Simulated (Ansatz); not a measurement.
## Structure relaxation of Au

The calculation used DFT PBE, scalar-relativistic, plane waves, PAW (Ansatz). Cutoff 420 eV, Γ-centred k mesh, Gaussian smearing, no spin polarisation in the final step.

Au was placed on the simple cubic structure type (Pm-3m, No. 221), at a guessed volume.

```
CELL_PARAMETERS angstrom
2.66834 0.00000 0.00000
0.00000 2.66834 0.00000
0.00000 0.00000 2.66834
ATOMIC_POSITIONS crystal
Au 0.00000 0.00000 0.00000
```

Cell and atoms relax at zero pressure; the relaxation can't lower the symmetry of the start. After a coarse first stage the cell is made exact in the group found at 0.06 Å.

Energies count from the standard state of Au at the same level.

(1) Describe the relaxed structure.

(2) What are its volume, energy, density and gap?

## Answers

(1) It keeps Pm-3m (No. 221). The result has the simple cubic structure. Conventional cell: a = 2.748 Å. Around Au lie 6 Au at 2.75 Å.

```cif
data_structure
_symmetry_space_group_name_H-M 'Pm-3m'
_symmetry_Int_Tables_number 221
_cell_length_a 2.7484
_cell_length_b 2.7484
_cell_length_c 2.7484
_cell_angle_alpha 90.000
_cell_angle_beta 90.000
_cell_angle_gamma 90.000
_cell_volume 20.76
loop_
_atom_site_label
_atom_site_type_symbol
_atom_site_symmetry_multiplicity
_atom_site_Wyckoff_symbol
_atom_site_fract_x
_atom_site_fract_y
_atom_site_fract_z
_atom_site_occupancy
Au1 Au 1 a 0.00000 0.00000 0.00000 1
```

(2) The volume per atom is 20.76 Å³ and the density is 15.75 g/cm³. The energy over the standard structure is 0.20 eV/atom. The gap on the 20×20×20 mesh is 0 eV (a metal).

The final run used a 20×20×20 mesh on its 1-atom cell and 0.10 eV smearing. The k mesh leaves about 4 meV/atom of noise in metals. Spin–orbit coupling is left out. A structure relaxed within its symmetry needn't be a true minimum.